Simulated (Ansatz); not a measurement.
# Ge: the cost of one run

Method: DFT PBE, scalar-relativistic, plane waves, PAW, in Ansatz 0.2.0.

### 1 The structure to begin with

Symmetry: P4_322, No. 95, tetragonal system. The conventional cell has a = 7.058 Å, b = 7.058 Å, c = 3.774 Å, α = 90.00°, β = 90.00°, γ = 90.00°. Ge (site symmetry 1) is surrounded by 4 Ge at 2.33 to 2.43 Å.

As a file:

```
Ge
1.0
     7.05796    0.00000    0.00000
     0.00000    7.05796    0.00000
     0.00000    0.00000    3.77400
Ge
8
Direct
  0.10322 0.32960 0.24165
  0.89678 0.67040 0.74165
  0.67040 0.10322 0.99165
  0.32960 0.89678 0.49165
  0.32960 0.10322 0.00835
  0.67040 0.89678 0.50835
  0.89678 0.32960 0.75835
  0.10322 0.67040 0.25835
```

The cell is invented: 4-connected net of one element (P4_322, No. 95). Lengths come from tabulated atomic sizes and are only a guess.

### 2 A first look at the guess

input.yaml

```yaml
crystal:
  lattice:
    - [7.05795865, 0.0, 0.0]
    - [0.0, 7.05795865, 0.0]
    - [0.0, 0.0, 3.7739991]
  atoms:
    - { symbol: Ge, position: [0.10322081, 0.32960157, 0.24164696] }
    - { symbol: Ge, position: [0.89677919, 0.67039843, 0.74164696] }
    - { symbol: Ge, position: [0.67039843, 0.10322081, 0.99164696] }
    - { symbol: Ge, position: [0.32960157, 0.89677919, 0.49164696] }
    - { symbol: Ge, position: [0.32960157, 0.10322081, 0.00835304] }
    - { symbol: Ge, position: [0.67039843, 0.89677919, 0.50835304] }
    - { symbol: Ge, position: [0.89677919, 0.32960157, 0.75835304] }
    - { symbol: Ge, position: [0.10322081, 0.67039843, 0.25835304] }
basis:
  ecutwfc: 420
kpoints:
  mp_grid: { grid: [4, 4, 4] }
hamiltonian:
  xc: pbe
scf:
  occupations: { method: gaussian, width: 0.1 }
  lower_state_search: "off"
output:
  forces: true
  stress: true
  eigenvalues: true
```

Run with:

```sh
ansatz run input.yaml --threads 1 --pin off --max-ram 2560MiB --backend cpu --events-out ev --progress --plain --runs-dir out
```

Q: Estimate wall time and peak memory on 1 thread of Arm Neoverse V1, shared host.

About 23 s, with a peak of 0.44 GiB.
